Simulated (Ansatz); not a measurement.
# Be: one input, then a changed one

Structure from Materials Project entry mp-20 (possibly hypothetical), not relaxed further. The listed cell was then made from it by scaling, straining or moving an atom.

First run: DFT, PBE, all-electron PAW with datasets made for the crystal, scalar-relativistic (Ansatz 0.2.0).

Command: `ansatz run input.yaml --threads 1 --pin off --max-ram 2048MiB --backend cpu --events-out ev --progress --plain --runs-dir out` The run took 3.6 s on 1 thread of Arm Neoverse V2, with other jobs on the host, peak memory 0.27 GiB.

```yaml
crystal:
  lattice:
    - [-1.27769819, 1.27769819, 1.27769819]
    - [1.27769819, -1.27769819, 1.27769819]
    - [1.27769819, 1.27769819, -1.27769819]
  atoms:
    - { symbol: Be, position: [0.0, 0.0, 0.0] }
kpoints:
  mp_grid: { grid: [23, 23, 23] }
scf:
  occupations: { method: fermi_dirac, width: 0.03 }
hamiltonian:
  xc: pbe
  pseudopotentials: { kind: all_electron, datasets: crystal }
output:
  forces: true
  stress: true
  eigenvalues: true
  efg: { contact_densities: true }
```

Result: converged; pressure -7.30 GPa; no gap on the k mesh; 5 SCF iterations.

The input is then changed:

```diff
@@ -10,4 +10,5 @@
 scf:
   occupations: { method: fermi_dirac, width: 0.03 }
+  mixing: { algorithm: broyden, beta: 0.7 }
 hamiltonian:
   xc: pbe
@@ -18,3 +19,6 @@
   eigenvalues: true
   efg: { contact_densities: true }
+accuracy: high
+basis:
+  xc_grid: 3
```

(1) What does the second run give?

Answers

(1) It was refused before any iteration. The program says:
```
Error: hamiltonian.pseudopotentials.datasets: crystal, beside a feature not held to (accuracy, as the run sets its own cutoffs) — the datasets of this kind: all_electron run are made for its crystal, and no such run has been held to what stands beside, or a reason given rules it out; change each as told or leave it out, or set another kind (and leave the keys of all_electron out)
```
